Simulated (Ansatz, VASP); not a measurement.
# KBr: VASP beside Ansatz

INCAR

```
PREC     = Accurate       # precision mode
ENCUT    = 520            # plane-wave cutoff, eV
EDIFF    = 1E-6           # SCF threshold, eV
ISMEAR   = 0              # smearing method
SIGMA    = 0.05           # smearing width, eV
LREAL    = F              # projectors in reciprocal space
LASPH    = T              # aspherical terms in the spheres
NELM     = 100            # most SCF steps
ALGO     = Normal         # electronic algorithm
ISIF     = 2              # what is computed and relaxed
LWAVE    = F              # write WAVECAR
LCHARG   = F              # write CHGCAR
NBANDS   = 15             # bands
```

Contents of KPOINTS:

```
regular mesh
0
Gamma
  6 6 6
```

Contents of POSCAR:

```
KBr
1.0
    0.0000000000      3.3418875000      3.1937250000
    3.3418875000      0.0000000000      3.1937250000
    3.3418875000      3.3418875000      0.0000000000
K Br
1 1
Direct
    0.0000000000      0.0000000000      0.0000000000
    0.5000000000      0.5000000000      0.5000000000
```

Input for Ansatz:

```yaml
crystal:
  lattice:
    - [0.0, 3.3418875, 3.193725]
    - [3.3418875, 0.0, 3.193725]
    - [3.3418875, 3.3418875, 0.0]
  atoms:
    - { symbol: K, position: [0.0, 0.0, 0.0] }
    - { symbol: Br, position: [0.5, 0.5, 0.5] }
basis:
  ecutwfc: 420
kpoints:
  mp_grid: { grid: [6, 6, 6] }
hamiltonian:
  xc: lda
scf:
  occupations: { method: gaussian, width: 0.05 }
output:
  forces: true
  stress: true
  eigenvalues: true
  write_density: true
  write_potential: true
  elf: true
  volumetric_format: npy
```

Change from the starting cell: strain +0.015 along x and y, -0.030 along z, atoms carried along.

Alike in both runs: task single point; functional LDA; k mesh 6 × 6 × 6; occupations gaussian, width 0.05 eV; no spin polarisation.

```csv
,VASP,Ansatz
version,VASP 6.6.1,Ansatz 0.2.0
potentials or method,"VASP PAW LDA potentials, release 64 (K_sv, Br)","scalar-relativistic, plane waves, PAW"
plane-wave cutoff (eV),520,420
valence electrons in the cell,16,16
```

|  | VASP | Ansatz | Ansatz less VASP |
| --- | --- | --- | --- |
| gap on the k mesh at the Fermi level (eV) | 4.04 | 4.03 | -0.007 |
| least direct gap on the mesh (eV) | 4.04 | 4.03 | -0.007 |
| pressure (GPa) | -1.4 | -1.5 | -0.04 |
| largest component of the traceless stress (GPa) | 0.89 | 0.87 | -0.024 |
